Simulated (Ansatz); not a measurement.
V:

```
V
1.0
     2.60429    0.00000    0.00000
    -1.30215    2.25538    0.00000
     0.00000    0.00000    4.72334
V
2
Direct
  0.33333 0.66667 0.25000
  0.66667 0.33333 0.75000
```

This isn't the form of V at room conditions, which is bcc.

Base run:

* Program: Ansatz 0.2.0
* Functional: PBE
* Potentials or basis: Ansatz PAW
* Cutoff: 420 eV (not typed: the program's choice for these potentials)
* k mesh: 10 × 10 × 5
* Occupations: fermi-dirac, width 0.05 eV
* Spin: collinear spin, ferromagnetic start
* Starting moments: [1.0, 1.0] μB
* Fixed moment: 2 μB

Its results: pressure 3.8 GPa; site moments V +0.81 μB.

Q: After a change of settings the same cell gave: pressure 16.1 GPa; site moments V +1.60 μB. Which change was it?
A. fixed moment from 2 μB to 4 μB; moments at the start from [1.0, 1.0] to [2.0, 2.0]
B. fixed moment from 2 μB to 3 μB; moments at the start from [1.0, 1.0] to [1.5, 1.5]
C. fixed moment from 2 μB to 6 μB; moments at the start from [1.0, 1.0] to [3.0, 3.0]
D. fixed moment from 2 μB to 8 μB; moments at the start from [1.0, 1.0] to [4.0, 4.0]

A: A.

Caveats: the total moment is fixed, so each spin has its own Fermi level; the thresholds are loose for stress.
